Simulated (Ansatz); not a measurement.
The system is SnTe.

```xyz
2
Lattice="3.9047 0.0000 0.0000 0.0000 3.9047 0.0000 0.0000 0.0000 3.9047" Properties=species:S:1:pos:R:3 pbc="T T T"
Te    1.9524    1.9524    1.9524
Sn    0.0000    0.0000    0.0000
```

Measurements of this composition are mostly on another form, of space group No. 225.

| Item | Value |
| --- | --- |
| Program | Ansatz 0.2.0 |
| Task | relaxation of cell and atoms |
| Functional | PBE |
| Potentials or basis | Ansatz PAW |
| Cutoff | 420 eV (not typed: the program's choice for these potentials) |
| k mesh | 7 × 7 × 7 |
| Occupations | fermi-dirac, width 0.05 eV |
| Spin | no spin polarisation |

At the start: volume 29.77 Å³/atom.

How do energy, volume and symmetry change on relaxing?

It ends after 4 steps and the volume is 28.88 Å³/atom (-3.0 %); space group Pm-3m (No. 221, to 0.05 Å).

Step by step:
```tsv
step	energy change (eV)	largest force (eV/Å)	volume (Å³)
1	0.0000	0.0000	59.53
2	-0.0060	0.0000	58.04
3	-0.0062	0.0000	57.76
4	-0.0059	0.0000	57.76
```

Final structure:
```xyz
2
Lattice="3.8656 0.0000 0.0000 0.0000 3.8656 0.0000 0.0000 0.0000 3.8656" Properties=species:S:1:pos:R:3 pbc="T T T"
Te    1.9328    1.9328    1.9328
Sn    0.0000    0.0000    0.0000
```

Caveat: the plane-wave basis is chosen anew once the cell has moved, so the energies of steps on either side of that aren't comparable.
